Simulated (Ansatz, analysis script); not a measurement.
**Energy of spin spirals in a free-standing triangular Co monolayer, spacing 2.65 Å**

Does a spiral lie below the collinear start of a free-standing triangular Co monolayer, spacing 2.65 Å, and how stiff are the moments?

Program: Ansatz 0.2.0. Level of theory: PBE, PAW set soft_1. Results are calculated unless marked as measured.

## Step 1: Starting point

The cell holds 1 atom: 1 Co. Cell: a = 2.650 Å, b = 2.650 Å, c = 14.000 Å, α = 90.0°, β = 90.0°, γ = 120.0°. An idealised lattice of chosen spacing, in vacuum. Vacuum lies along c.

## Step 2: The collinear state

First a free collinear run, to see which state the typed moments lead to.

input.yaml

```yaml
crystal:
  lattice:
    - [2.65, 0.0, 0.0]
    - [-1.325, 2.294967, 0.0]
    - [0.0, 0.0, 14.0]
  atoms:
    - { symbol: Co, position: [0.0, 0.0, 0.5], spin: 2.0 }
magnetization:
  spin_polarized: true
kpoints:
  mp_grid: { grid: [10, 10, 1] }
hamiltonian:
  xc: pbe
  pseudopotentials: { kind: paw, azcp: { folder: soft_1 } }
scf:
  occupations: { method: fermi_dirac, width: 0.1 }
  max_iter: 120
  convergence: { dr2_threshold: 1.0e-08 }
  lower_state_search: "off"
```

Started as:

```bash
> ansatz run input.yaml --threads 4 --pin off --max-ram 8192MiB --backend cpu --events-out ev --progress --plain --runs-dir out
```

Numbers of over 12 decimals in the logs are rounded to 6 here.

The log of the run:

```text
Engine: ansatz 0.2.0, aarch64-unknown-linux-gnu
Pseudopotentials: kind: paw
Pseudopotential: Co, paw, valence charge 17, recommended cutoff 420 eV (normal), soft_1/Co.paw.azcp
Functional definition: PBE
  parameter kappa = 0.804
  parameter beta = 0.066725
  exchange = pbe_x(kappa = kappa, mu = beta*pi^2/3)
  correlation = pbe_c(beta = beta)
Crystal: 1 atoms, lattice volume = 85.143 Å³
Basis set: ecut = 420 eV, 1673 PW (Γ)
Bands: 14, of which v1, the nominal top of the filled ones, is band 9 counted from 1 (8 counted from 0)
Symmetry: 24 space group operations
Space group: P6/mmm (ITA 191), of the structure as read, at distance tolerance 4.4e-5 Å
Magnetic group: BNS 191.233 (UNI 1463), of the structure as read, at distance tolerance 4.4e-5 Å
k-points: 14 of 100
Non-local potential: Co, projectors of the file, l = 0: 3, l = 1: 2, l = 2: 3, l = 3: 1
PAW form: soft (Blöchl's): semilocal exchange-correlation on the pseudo side does not see the compensation charge
PAW one-centre angular grid: Co, 590 points (default); XC on 64 Gauss nodes
Initial density: superposition of atomic densities (neutral atoms: chi_scale 0, normalization atom)
Starting moments: Σ|m| = 2 μB on 1 of 1 site
Initial wavefunctions: pseudopotential atomic-orbital guess
Functional: x = pbe(κ = 0.804, μ = 0.219515), c = pbe(β = 0.066725)
SCF iter   1: F=—  HF=-5124.655188 eV  |F-HF|=—  |Δ(HF+E_count)|=         —  Δρ=3.33e-2 (↑3.33e-2 ↓3.23e-2)  dr2=2.83e0  dr2_m=5.35e-2  M=1.800 μB ∫|m|=1.837 μB  β_m=0.30  ethr=3.10e-3  ⟨swp⟩=5.9  Hψ=2175  notcnv=0
preconditioner: auto → LDOS  [metal: Δε(μ)=0.101 eV  Ē_g=8.694 eV  σ=0.100 eV  W_gap=0.25  n_scr=8 (ndim 8)  ℏωp=12.1 eV  f_vac=0.692  D(μ)=3.39/eV (n_scr^D=10)]
spin=Collinear: LDOS preconditioning applied to the charge; magnetization (m = ρ↑ − ρ↓) channel mixes plain (no charge-response kernel on spin).
SCF iter   2: F=—  HF=-5124.427293 eV  |F-HF|=—  |Δ(HF+E_count)|=   2.28e-1  Δρ=2.25e-2 (↑2.25e-2 ↓1.14e-2)  dr2=9.69e-1  dr2_m=5.59e-2  M=1.898 μB ∫|m|=1.946 μB  β_m=1.00  ethr=3.10e-3  ⟨swp⟩=2.6  Hψ=831  notcnv=0  defer=7
SCF iter   3: F=—  HF=-5124.293816 eV  |F-HF|=—  |Δ(HF+E_count)|=   1.33e-1  Δρ=1.05e-2 (↑1.05e-2 ↓3.87e-3)  dr2=2.00e-1  dr2_m=2.32e-2  M=1.933 μB ∫|m|=2.038 μB  β_m=1.00  ethr=3.10e-3  ⟨swp⟩=2.6  Hψ=588  notcnv=0  defer=7
SCF iter   4: F=—  HF=-5124.253024 eV  |F-HF|=—  |Δ(HF+E_count)|=   4.08e-2  Δρ=5.91e-3 (↑3.55e-3 ↓5.91e-3)  dr2=2.12e-2  dr2_m=8.83e-3  M=1.959 μB ∫|m|=2.101 μB  β_m=1.00  ethr=1.18e-3  ⟨swp⟩=2.6  Hψ=719  notcnv=0  defer=7
SCF iter   5: F=—  HF=-5124.280697 eV  |F-HF|=—  |Δ(HF+E_count)|=   2.77e-2  Δρ=3.29e-3 (↑2.52e-3 ↓3.29e-3)  dr2=1.64e-3  dr2_m=5.64e-3  M=2.010 μB ∫|m|=2.150 μB  β_m=1.00  ethr=1.24e-4  ⟨swp⟩=2.4  Hψ=677  notcnv=0  defer=7
SCF iter   6: F=—  HF=-5124.289357 eV  |F-HF|=—  |Δ(HF+E_count)|=   8.66e-3  Δρ=2.25e-3 (↑1.12e-3 ↓2.25e-3)  dr2=2.55e-3  dr2_m=1.12e-3  M=2.033 μB ∫|m|=2.174 μB  β_m=1.00  ethr=9.66e-6  ⟨swp⟩=2.0  Hψ=577  notcnv=0  defer=6
SCF iter   7: F=—  HF=-5124.298264 eV  |F-HF|=—  |Δ(HF+E_count)|=   8.91e-3  Δρ=9.28e-4 (↑2.06e-4 ↓9.28e-4)  dr2=3.10e-4  dr2_m=1.60e-4  M=2.027 μB ∫|m|=2.172 μB  β_m=0.30  ethr=9.66e-6  ⟨swp⟩=2.0  Hψ=711  notcnv=0  defer=6
Mixer restart at iter 7: flushing history
spin-set hold released at iteration 7 (site moments contracting): the magnetisation degrees of freedom join the quasi-Newton model from the next iteration; the mixer history was flushed
SCF iter   8: F=—  HF=-5124.305129 eV  |F-HF|=—  |Δ(HF+E_count)|=   6.87e-3  Δρ=9.34e-4 (↑4.77e-4 ↓9.34e-4)  dr2=1.72e-4  dr2_m=3.52e-4  M=2.038 μB ∫|m|=2.184 μB  β_m=0.61  ethr=1.82e-6  ⟨swp⟩=2.0  Hψ=505  notcnv=0  defer=6
SCF iter   9: F=—  HF=-5124.312816 eV  |F-HF|=—  |Δ(HF+E_count)|=   7.69e-3  Δρ=7.93e-4 (↑7.93e-4 ↓5.17e-4)  dr2=1.19e-4  dr2_m=2.83e-4  M=2.057 μB ∫|m|=2.208 μB  β_m=0.70  ethr=1.01e-6  ⟨swp⟩=2.2  Hψ=751  notcnv=0  defer=6
SCF iter  10: F=—  HF=-5124.313017 eV  |F-HF|=—  |Δ(HF+E_count)|=   2.01e-4  Δρ=9.44e-4 (↑1.12e-4 ↓9.44e-4)  dr2=5.62e-4  dr2_m=1.59e-4  M=2.064 μB ∫|m|=2.217 μB  β_m=0.72  ethr=6.98e-7  ⟨swp⟩=2.0  Hψ=772  notcnv=0  defer=6
SCF iter  11: F=—  HF=-5124.312960 eV  |F-HF|=—  |Δ(HF+E_count)|=   5.69e-5  Δρ=1.62e-4 (↑9.07e-5 ↓1.62e-4)  dr2=1.28e-5  dr2_m=8.99e-6  M=2.062 μB ∫|m|=2.215 μB  β_m=0.80  ethr=6.98e-7  ⟨swp⟩=2.8  Hψ=680  notcnv=0  defer=6
SCF iter  12: F=—  HF=-5124.312996 eV  |F-HF|=—  |Δ(HF+E_count)|=   3.61e-5  Δρ=1.34e-4 (↑5.84e-5 ↓1.34e-4)  dr2=8.62e-6  dr2_m=4.14e-6  M=2.061 μB ∫|m|=2.215 μB  β_m=0.90  ethr=7.53e-8  ⟨swp⟩=2.7  Hψ=644  notcnv=0  defer=5
SCF iter  13: F=—  HF=-5124.313026 eV  |F-HF|=—  |Δ(HF+E_count)|=   2.98e-5  Δρ=1.24e-4 (↑2.64e-5 ↓1.24e-4)  dr2=1.22e-5  dr2_m=2.12e-6  M=2.060 μB ∫|m|=2.214 μB  β_m=0.95  ethr=5.07e-8  ⟨swp⟩=2.1  Hψ=744  notcnv=0  defer=3
SCF iter  14: F=—  HF=-5124.313031 eV  |F-HF|=—  |Δ(HF+E_count)|=   5.36e-6  Δρ=5.59e-5 (↑2.39e-5 ↓5.59e-5)  dr2=3.32e-6  dr2_m=2.54e-7  M=2.060 μB ∫|m|=2.213 μB  β_m=0.91  ethr=5.07e-8  ⟨swp⟩=2.5  Hψ=582  notcnv=0  defer=3
SCF iter  15: F=—  HF=-5124.313032 eV  |F-HF|=—  |Δ(HF+E_count)|=   9.82e-7  Δρ=9.88e-6 (↑3.83e-6 ↓9.88e-6)  dr2=9.64e-8  dr2_m=8.82e-9  M=2.060 μB ∫|m|=2.214 μB  β_m=0.95  ethr=1.95e-8  ⟨swp⟩=2.6  Hψ=614  notcnv=0  defer=3
SCF iter  16: F=-5124.313032 eV  HF=-5124.313032 eV  |F-HF|=1.12e-10  |Δ(HF+E_count)|=   1.55e-9  Δρ=5.79e-7 (↑2.67e-7 ↓5.79e-7)  dr2=2.05e-10  dr2_m=6.66e-11  M=2.060 μB ∫|m|=2.214 μB  ethr=5.88e-11  ⟨swp⟩=1.8  Hψ=1161  notcnv=0
SCF 1 converged in 16 iterations: F = -5124.313032 eV  dr2 = 2.05e-10
  greatest PAW one-centre occupation: 1.002 electrons in one spin orbital (limit 2), on the Co atom at site 0 (counted from 0), in its partial waves of l = 1
SCF converged after 16 iterations
Magnetization: 2.0601 μB (9.5301 up, 7.4699 down)
Absolute magnetization: 2.2139 μB (∫|ρ↑−ρ↓|, with the PAW one-centre terms)
Spin contamination: 0.0452 ħ² per cell (⟨S²⟩ above its minimum at these occupations)
Per-site moments (μB) at R_I (Å): [(2.113381, 1.093125)]
Free energy (F): -5124.313032 eV
Harris-Foulkes:  -5124.313032 eV  (|F-HF|=1.12e-10)
Internal energy: -5124.225302 eV  (E = F + TS)
E sigma→0 (E₀):  -5124.269167 eV
Entropy (-TS):   -0.087730 eV (-87.730 meV/atom)
Fermi energy:    -1.675247 eV
--- Per-component energies (eV) ---
  E_band       = -583.834106
  E_kinetic    = 285.939703
  E_local      = -11150.344073  (includes V_loc(G=0)·N_el)
  E_nonlocal   = 437.332854
  E_hartree    = 5256.980422
  E_xc         = -88.062437
  E_vxc        = -112.969077  (∫ρ·V_xc dr)
  E_paw        = -1573.700755  (= ΣΔE_a)
  E_vpaw       = -557.753205  (= ΣTr[D̂ρ^β])
  E_aug_tail   = -0.000025  (compensation charges beyond the density's cutoff)
  E_ewald      = 1707.629009
  E_smearing   = -0.087730  (= −TS)
  E_closure    = 0.000000  (closes the sum)
  Σ components = -5124.313032   (vs F -5124.313032, Δ=0.00e0)
```

The job ended after 3.8 s (4 threads of Arm Neoverse V2, shared host; peak memory 0.33 GiB).

In the SCF lines HF is the Harris–Foulkes energy and dr2 the Hartree energy of the density residual, in eV; the loop may stop once dr2 is under the threshold and the program's other checks hold. Hψ counts applications of the Hamiltonian.

Spin moment in the atom's sphere by atom:

| atom | spin moment in the atom's sphere (μB) |
| --- | --- |
| Co1 | 2.11 |

The run ends ferromagnetic, with a net moment of 2.06 μB a cell. With one Co atom carrying the moment, parallel order of its images is forced by the cell, not found.

## Step 3: The same state on a denser mesh

Levels at the Fermi energy are partly filled, so moments and energy differences can hang on the k-mesh, and the state is solved again on a denser one.

input.yaml, the sections that differ from step 2:

```yaml
crystal:
  lattice:
    - [2.65, 0.0, 0.0]
    - [-1.325, 2.294967, 0.0]
    - [0.0, 0.0, 14.0]
  atoms:
    - { symbol: Co, position: [0.0, 0.0, 0.5], spin: 2.11 }
kpoints:
  mp_grid: { grid: [23, 23, 1] }
basis:
  ecutwfc: 420.0
checkpoint:
  read: start
  write: ck
  compress: false
  write_wavefunctions: false
  write_every: 100000
# magnetization, hamiltonian, scf: as in step 2
```

The log of the run:

```text
[...]
Magnetization: 1.9991 μB (9.4995 up, 7.5005 down)
Absolute magnetization: 2.1838 μB (∫|ρ↑−ρ↓|, with the PAW one-centre terms)
[...]
Per-site moments (μB) at R_I (Å): [(2.068828, 1.093125)]
Free energy (F): -5124.320885 eV
[...]
Internal energy: -5124.234760 eV  (E = F + TS)
E sigma→0 (E₀):  -5124.277822 eV
Entropy (-TS):   -0.086125 eV (-86.125 meV/atom)
Fermi energy:    -1.672928 eV
[...]
[key lines of the parts left out:]
SCF converged after 10 iterations
```

Run time: 1.9 s. Hardware: 4 threads; peak memory 0.42 GiB.

Spin moment in the atom's sphere by atom:

| atom | spin moment in the atom's sphere (μB) |
| --- | --- |
| Co1 | 2.07 |

The run ends ferromagnetic, with a net moment of 2.00 μB a cell, against 2.06 μB on the first mesh.

Each spiral starts from these moments, tilted 90° from the rotation axis z (a flat spiral); sizes are free, while the program holds flat spirals in their plane. Spin–orbit coupling is switched off, so the energy does not depend on how the axis lies in the crystal. The folder named start holds the saved collinear state, from which each run begins.

The runs on spinors take the mesh 24×24×1.

## Step 4: q = (0, 0, 0)

The reference is the same input at q = 0, so that basis and exchange-correlation form match those at other q. Every q is chosen so that q/2 is a mesh vector: every spiral then samples the k-points of q = 0, and much mesh noise cancels.

input.yaml, the sections that differ from step 3:

```yaml
crystal:
  lattice:
    - [2.65, 0.0, 0.0]
    - [-1.325, 2.294967, 0.0]
    - [0.0, 0.0, 14.0]
  atoms:
    - { symbol: Co, position: [0.0, 0.0, 0.5], spin: 2.07, spin_axis: [1.0, 0.0, 0.0] }
kpoints:
  mp_grid: { grid: [24, 24, 1] }
magnetization:
  noncollinear: true
  spin_spiral: { q: [0.0, 0.0, 0.0] }
checkpoint:
  read: start
# hamiltonian, scf, basis: as in step 3
```

Started as:

```bash
> ansatz run input.yaml --threads 1 --pin off --max-ram 2048MiB --backend cpu --events-out ev --progress --plain --runs-dir out
```

The log of the run:

```text
Warning: checkpoint.read: spin treatment differs: saved collinear, current noncollinear; the saved charge density seeds this run and the saved magnetisation is carried along the axis that this deck's starting moments share; the saved density holds an absolute magnetisation of 2.2e0 μB; saved orbitals and DFT+U occupations are not carried; the saved PAW projector densities are carried along that axis
Warning: checkpoint.read: magnetization.spin_spiral differs: saved none, current q = [0, 0, 0]; the saved state is no spin spiral's: the SCF starts from none of its orbitals and from its density, each atom's moment turned about z as a whole to its place on this deck's spiral. A spiral's own state at q: [0, 0, 0] serves better
[...]
Crystal: 1 atoms, lattice volume = 85.143 Å³
Basis set: ecut = 420 eV, 1673 PW (Γ)
Bands: 26, of which v1, the nominal top of the filled ones, is band 17 counted from 1 (16 counted from 0)
Symmetry: 24 space group operations
k-points: 61 of 576
Spin spiral: q = (0, 0, 0) of the reciprocal vectors; moments are told in the frame that turns with it, a site's in that at the site
[...]
SCF iter   8: F=-5124.320100 eV  HF=-5124.320100 eV  |F-HF|=1.66e-9  |Δ(HF+E_count)|=   1.35e-8  Δρ=2.12e-6  dr2=2.17e-9  dr2_m=7.11e-10  ethr=5.88e-11  |M|=1.97e0 ∫|m|=2.17e0 μB  |m|>n=4.7e-2 m-floor=4.8e-2 τ_xc=2.9e-9 mc-row=4.8e-2 uncertified=6  ⟨swp⟩=1.8  Hψ=4515  notcnv=0
SCF 1 converged in 8 iterations: F = -5124.320100 eV  dr2 = 2.17e-9
[...]
SCF converged after 8 iterations
Magnetization: |M| = 1.9716 μB,  M = (+1.9716, -0.0000, +0.0000) μB
Absolute magnetization: 2.1681 μB (∫|m|, with the PAW one-centre terms)
  site 0: m = (+2.0480, -0.0000, +0.0000) μB, |m| = 2.0480 μB  (R = 1.09 Å)
Free energy (F): -5124.320100 eV
[...]
Internal energy: -5124.233072 eV  (E = F + TS)
E sigma→0 (E₀):  -5124.276586 eV
Entropy (-TS):   -0.087028 eV (-87.028 meV/atom)
Fermi energy:    -1.668407 eV
[...]
```

It took 27 s on 1 thread; peak memory 0.54 GiB.

The largest moment is 2.05 μB, against 2.07 μB in the collinear run.

## Step 5: q = (0.083, 0.083, 0)

Only q changes. The cell stays that of the crystal, since the generalised Bloch theorem carries the rotation from cell to cell.

input.yaml: that of step 4 with these lines changed.

```diff
@@ -21,3 +21,3 @@
   noncollinear: true
-  spin_spiral: { q: [0.0, 0.0, 0.0] }
+  spin_spiral: { q: [0.08333333, 0.08333333, 0.0] }
 checkpoint:
```

The log of the run:

```text
[...]
Crystal: 1 atoms, lattice volume = 85.143 Å³
Basis set: ecut = 420 eV, 1673 PW (Γ)
Bands: 26, of which v1, the nominal top of the filled ones, is band 17 counted from 1 (16 counted from 0)
Symmetry: 4 space group operations
k-points: 157 of 576
[...]
SCF iter  12: F=-5124.276778 eV  HF=-5124.276778 eV  |F-HF|=3.25e-9  |Δ(HF+E_count)|=   8.59e-9  Δρ=3.05e-6  dr2=2.53e-9  dr2_m=1.97e-9  ethr=5.88e-11  |M|=1.94e0 ∫|m|=2.17e0 μB  |m|>n=4.2e-2 m-floor=4.2e-2 τ_xc=8.6e-3 mc-row=4.2e-2 uncertified=27  ⟨swp⟩=2.0  Hψ=12185  notcnv=0
SCF 1 converged in 12 iterations: F = -5124.276778 eV  dr2 = 2.53e-9
[...]
SCF converged after 12 iterations
Magnetization: |M| = 1.9398 μB,  M = (+1.9398, +0.0000, +0.0000) μB
Absolute magnetization: 2.1712 μB (∫|m|, with the PAW one-centre terms)
  site 0: m = (+2.0340, +0.0000, +0.0000) μB, |m| = 2.0340 μB  (R = 1.09 Å)
Free energy (F): -5124.276778 eV
[...]
Internal energy: -5124.181117 eV  (E = F + TS)
E sigma→0 (E₀):  -5124.228947 eV
Entropy (-TS):   -0.095661 eV (-95.661 meV/atom)
Fermi energy:    -1.674073 eV
[...]
```

Wall time 98 s (1 thread); peak memory 0.85 GiB.

The energy of the cell lies 43.3 meV above that at q = 0, and the largest moment is 2.03 μB against 2.05 μB.

## Step 6: q = (0.167, 0, 0)

input.yaml: that of step 5 with these lines changed.

```diff
@@ -21,3 +21,3 @@
   noncollinear: true
-  spin_spiral: { q: [0.08333333, 0.08333333, 0.0] }
+  spin_spiral: { q: [0.16666667, 0.0, 0.0] }
 checkpoint:
```

The log of the run:

```text
[...]
Crystal: 1 atoms, lattice volume = 85.143 Å³
Basis set: ecut = 420 eV, 1673 PW (Γ)
Bands: 26, of which v1, the nominal top of the filled ones, is band 17 counted from 1 (16 counted from 0)
Symmetry: 4 space group operations
k-points: 157 of 576
[...]
SCF iter  14: F=-5124.263988 eV  HF=-5124.263988 eV  |F-HF|=5.00e-11  |Δ(HF+E_count)|=   1.18e-9  Δρ=7.17e-7  dr2=2.24e-10  dr2_m=1.08e-10  ethr=1.32e-11  |M|=1.92e0 ∫|m|=2.17e0 μB  |m|>n=4.0e-2 m-floor=4.0e-2 τ_xc=1.0e-2 mc-row=4.0e-2 uncertified=7  ⟨swp⟩=1.7  Hψ=11730  notcnv=0
SCF 1 converged in 14 iterations: F = -5124.263988 eV  dr2 = 2.24e-10
[...]
SCF converged after 14 iterations
[...]
Magnetization: |M| = 1.9213 μB,  M = (+1.9213, -0.0000, +0.0000) μB
Absolute magnetization: 2.1666 μB (∫|m|, with the PAW one-centre terms)
  site 0: m = (+2.0240, -0.0000, +0.0000) μB, |m| = 2.0240 μB  (R = 1.09 Å)
Free energy (F): -5124.263988 eV
[...]
Internal energy: -5124.166099 eV  (E = F + TS)
E sigma→0 (E₀):  -5124.215043 eV
Entropy (-TS):   -0.097890 eV (-97.890 meV/atom)
Fermi energy:    -1.678879 eV
[...]
```

Elapsed: 98 s, on 1 thread; peak memory 0.86 GiB.

The energy of the cell lies 56.1 meV above that at q = 0, and the largest moment is 2.02 μB against 2.05 μB.

## Step 7: q = (0.333, 0, 0)

input.yaml: that of step 6 with these lines changed.

```diff
@@ -21,3 +21,3 @@
   noncollinear: true
-  spin_spiral: { q: [0.16666667, 0.0, 0.0] }
+  spin_spiral: { q: [0.33333333, 0.0, 0.0] }
 checkpoint:
```

The log of the run:

```text
[...]
Crystal: 1 atoms, lattice volume = 85.143 Å³
Basis set: ecut = 420 eV, 1673 PW (Γ)
Bands: 26, of which v1, the nominal top of the filled ones, is band 17 counted from 1 (16 counted from 0)
Symmetry: 4 space group operations
k-points: 157 of 576
[...]
SCF converged after 17 iterations
Magnetization: |M| = 1.8128 μB,  M = (+1.8128, -0.0000, +0.0000) μB
Absolute magnetization: 2.0449 μB (∫|m|, with the PAW one-centre terms)
  site 0: m = (+1.9284, -0.0000, +0.0000) μB, |m| = 1.9284 μB  (R = 1.09 Å)
Free energy (F): -5124.137906 eV
[...]
Internal energy: -5124.000732 eV  (E = F + TS)
E sigma→0 (E₀):  -5124.069319 eV
Entropy (-TS):   -0.137173 eV (-137.173 meV/atom)
Fermi energy:    -1.644213 eV
[...]
```

Elapsed: 1.9 min, on 1 thread; peak memory 0.88 GiB.

The energy of the cell lies 182 meV above that at q = 0, and the largest moment is 1.93 μB against 2.05 μB.

## Step 8: q = (0.5, 0, 0)

input.yaml: that of step 7 with these lines changed.

```diff
@@ -21,3 +21,3 @@
   noncollinear: true
-  spin_spiral: { q: [0.33333333, 0.0, 0.0] }
+  spin_spiral: { q: [0.5, 0.0, 0.0] }
 checkpoint:
```

The log of the run:

```text
[...]
Crystal: 1 atoms, lattice volume = 85.143 Å³
Basis set: ecut = 420 eV, 1673 PW (Γ)
Bands: 26, of which v1, the nominal top of the filled ones, is band 17 counted from 1 (16 counted from 0)
Symmetry: 4 space group operations
k-points: 157 of 576
[...]
SCF iter  23: F=-5124.085747 eV  HF=-5124.085747 eV  |F-HF|=3.09e-11  |Δ(HF+E_count)|=   1.51e-9  Δρ=3.70e-7  dr2=4.34e-11  dr2_m=2.05e-11  ethr=5.95e-12  |M|=1.77e0 ∫|m|=1.98e0 μB  |m|>n=2.8e-2 m-floor=2.8e-2 τ_xc=9.4e-4 mc-row=2.8e-2 uncertified=1  ⟨swp⟩=2.0  Hψ=14086  notcnv=0
SCF 1 converged in 23 iterations: F = -5124.085747 eV  dr2 = 4.34e-11
[...]
SCF converged after 23 iterations
[...]
Magnetization: |M| = 1.7742 μB,  M = (+1.7742, -0.0000, +0.0000) μB
Absolute magnetization: 1.9795 μB (∫|m|, with the PAW one-centre terms)
  site 0: m = (+1.8944, -0.0000, +0.0000) μB, |m| = 1.8944 μB  (R = 1.09 Å)
Free energy (F): -5124.085747 eV
[...]
Internal energy: -5123.944812 eV  (E = F + TS)
E sigma→0 (E₀):  -5124.015280 eV
Entropy (-TS):   -0.140934 eV (-140.934 meV/atom)
Fermi energy:    -1.646363 eV
[...]
```

It took 2.4 min on 1 thread; peak memory 0.9 GiB.

The energy of the cell lies 234 meV above that at q = 0, and the largest moment is 1.89 μB against 2.05 μB.

The other 5 runs of this kind were made alike; their results stand in the table below.

## Step 9: Side runs that gave no result

| changed | outcome |
| --- | --- |
| scf.max_iter | not converged |

## Step 10: The spirals together

| q (reciprocal lattice) | path length (1/Å) | E(q) − E(0) (meV a magnetic atom) | \|m\| Co no. 1 (μB) |
| --- | --- | --- | --- |
| (0, 0, 0) | 0.000 | 0.00 | 2.05 |
| (0.167, 0, 0) | 0.456 | 56.11 | 2.02 |
| (0.25, 0, 0) | 0.684 | 115.12 | 1.98 |
| (0.333, 0, 0) | 0.913 | 182.19 | 1.93 |
| (0.5, 0, 0) | 1.369 | 234.35 | 1.89 |
| (0.417, 0.167, 0) | 1.764 | 243.74 | 1.88 |
| (0.333, 0.333, 0) | 2.159 | 177.78 | 1.90 |
| (0.25, 0.25, 0) | 2.554 | 225.36 | 1.92 |
| (0.167, 0.167, 0) | 2.950 | 150.91 | 1.98 |
| (0.083, 0.083, 0) | 3.345 | 43.32 | 2.03 |
| (0, 0, 0) | 3.740 | 0.00 | 2.05 |

## Step 11: What came out

- lowest point of the path: q = 0
- highest point: 244 meV a magnetic atom

What this shows: No spiral that was run lies below the ferromagnetic state at q = 0, and winding the moments costs up to 244 meV a magnetic atom. The moments change by at most 9 % from their size at q = 0, a modest change. No spin model is given, since a fit of a few shells misses single points by over 4 % of their range. The 10 spiral runs took 21 min of wall time, added up. Energies are free energies at a smearing of 0.1 eV, and with partly filled levels differences shift, at times strongly, as the smearing goes to zero. The cell was taken as built, with atoms unrelaxed. In doubt: the program's search for lower states was switched off, so a lower magnetic state than those reached may exist.

[Logs and program files are shortened in this print: banners, set-up blocks, solver, clock and traceback lines can be left out without a mark of their own.]

[Logs are printed without paths, hosts, clocks, repeated set-up lines and the standing remarks that a program may print on its own settings, such as how far it seeks lower states.]

[Hosts, paths, dates, database ids (printed as entryN), source tags and the programs' standing remarks are cut or masked in the printed files.]
